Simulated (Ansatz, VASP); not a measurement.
# Two plane-wave programs on Se

File INCAR:

```
SYSTEM = Se
ALGO = Normal
EDIFF = 1E-6
ENCUT = 520
GGA = PS
ISIF = 2
ISMEAR = -1
LASPH = .TRUE.
LCHARG = .TRUE.
LELF = .TRUE.
LREAL = .FALSE.
LVHAR = .TRUE.
LWAVE = .FALSE.
NBANDS = 9
NELM = 100
PREC = Accurate
SIGMA = 0.1
```

KPOINTS

```
k-points
0
G
  14 14 14
  0 0 0
```

POSCAR

```
Se
1.0
    0.0000000000      2.1004977280      2.1004977280
    2.1004977280      0.0000000000      2.1004977280
    2.1004977280      2.1004977280      0.0000000000
Se
1
Direct
    0.0000000000      0.0000000000      0.0000000000
```

Input for Ansatz:

```yaml
crystal:
  lattice:
    - [0.0, 2.100497728, 2.100497728]
    - [2.100497728, 0.0, 2.100497728]
    - [2.100497728, 2.100497728, 0.0]
  atoms:
    - { symbol: Se, position: [0.0, 0.0, 0.0] }
hamiltonian:
  xc: pbesol
  pseudopotentials:
    kind: paw
    azcp:
      Se: "pseudopotentials/Se.paw.azcp"
basis:
  ecutwfc: 420
  fft_grid_basis: typed
kpoints:
  mp_grid: { grid: [14, 14, 14], shift: [0, 0, 0] }
magnetization:
  spin_polarized: false
scf:
  occupations: { method: fermi_dirac, width: 0.1 }
  lower_state_search: "off"
output:
  stress: true
  write_density: true
  write_potential: true
  elf: true
  volumetric_format: npy
```

Alike in both runs: task single point; functional PBEsol; k mesh 14 × 14 × 14; occupations fermi-dirac, width 0.1 eV; no spin polarisation.

```csv
,VASP,Ansatz
version,VASP 6.6.1,Ansatz 0.2.0
potentials or method,"VASP PAW PBE potentials, release 64 (Se)","plane waves (420 eV) with PAW, scalar-relativistic"
plane-wave cutoff (eV),520,420
valence electrons in the cell,6,16
```

```tsv
	VASP	Ansatz	Ansatz less VASP
pressure (GPa)	3.5	3.4	-0.10
```

The two sets of potentials don't hold the same shells in valence. Ansatz warned: «pseudo_functional_mismatch».

Caveats: the PAW data sets were made with another functional, which shifts forces and pressure a little (VASP).
